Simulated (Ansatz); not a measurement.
An Ansatz input and the part of its output that reports the observables at the nuclei.

The cell is a COD entry whose atoms were relaxed with PBE, the cell held.

```yaml
crystal:
  lattice:
    - [0.0, 2.72525, 2.72525]
    - [2.72525, 0.0, 2.72525]
    - [2.72525, 2.72525, 0.0]
  atoms:
    - { symbol: Ga, position: [0.0, 0.0, 0.0] }
    - { symbol: P, position: [0.25, 0.25, 0.25] }
kpoints:
  mp_grid: { grid: [14, 14, 14] }
scf:
  occupations: { method: fermi_dirac, width: 0.02 }
hamiltonian:
  xc: r2scan
  pseudopotentials: { kind: paw }
output:
  forces: true
  stress: true
  populations: true
  efg: { quadrupole_moments_barn: { Ga: 0.107 }, contact_densities: true }
```

```sh
ansatz run input.yaml --threads 1 --pin off --max-ram 3072MiB --backend cpu --events-out ev --progress --plain --runs-dir out
```

Of the output, the block on the nuclei alone is shown; the set-up, the SCF iterations, energies, forces and stress are cut. One atom of each set with nearly equal values is shown.

```
--- PAW observables at the nuclei: V_zz in 10²¹ V/m², potentials from the cell's mean, atoms counted from 1 ---
  atom   1  Ga V_zz =    -0.000000   η = 0.0000   by run symmetry: forbidden   C_q = -0.0000 MHz
            electrostatic potential = -4130.759871 V   contact ρ = 187244.080445 e/Å³
  atom   2  P  V_zz =    -0.000000   η = 0.0000   by run symmetry: forbidden
            electrostatic potential = -1494.147381 V   contact ρ = 15993.417005 e/Å³
```

Hardware: 1 thread of Intel Xeon Platinum 8488C (Sapphire Rapids) (x86_64; 16 cores open to the job, memory cap 3.0 GiB, no GPU), a shared host with a load of 0.4 a core. Wall time 12 s, CPU time 12 s, peak memory 0.56 GiB.
